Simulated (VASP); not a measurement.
A run of VASP 6.6.1:

INCAR

```
SYSTEM = NaI
  ALGO = Normal
  EDIFF = 1E-7
  ENCUT = 520
  GGA = PE
  ISIF = 2
  ISMEAR = 0
  LASPH = .True.
  LCHARG = .False.
  LREAL = .False.
  LWAVE = .False.
  NELM = 60
  PREC = Accurate
  SIGMA = 0.017
```

The input KPOINTS:

```
k-points
0
Gamma
  7 7 7
  0 0 0
```

File POSCAR:

```
NaI
1.0
    0.0000000000      3.2364000000      3.2364000000
    3.2364000000      0.0000000000      3.2364000000
    3.2364000000      3.2364000000      0.0000000000
I Na
1 1
Direct
    0.5000000000      0.5000000000      0.5000000000
    0.0000000000      0.0000000000      0.0000000000
```

Potentials or basis: VASP PAW PBE potentials, release 64 (I, Na_pv).

Command:

```bash
$ cat potpaw_PBE.64/I/POTCAR potpaw_PBE.64/Na_pv/POTCAR > POTCAR
$ mpirun -np 1 vasp_std > vasp.out
```

Hardware: 1 thread of Intel(R) Xeon(R) Platinum 8559C (Emerald Rapids), with other jobs on the host.

Q: Estimate the wall time of this run.

A: It took 8.8 s on 1 thread of Intel(R) Xeon(R) Platinum 8559C (Emerald Rapids), on a shared host, peak memory 0.2 GiB. Counts: scf iterations 13, k points 20.
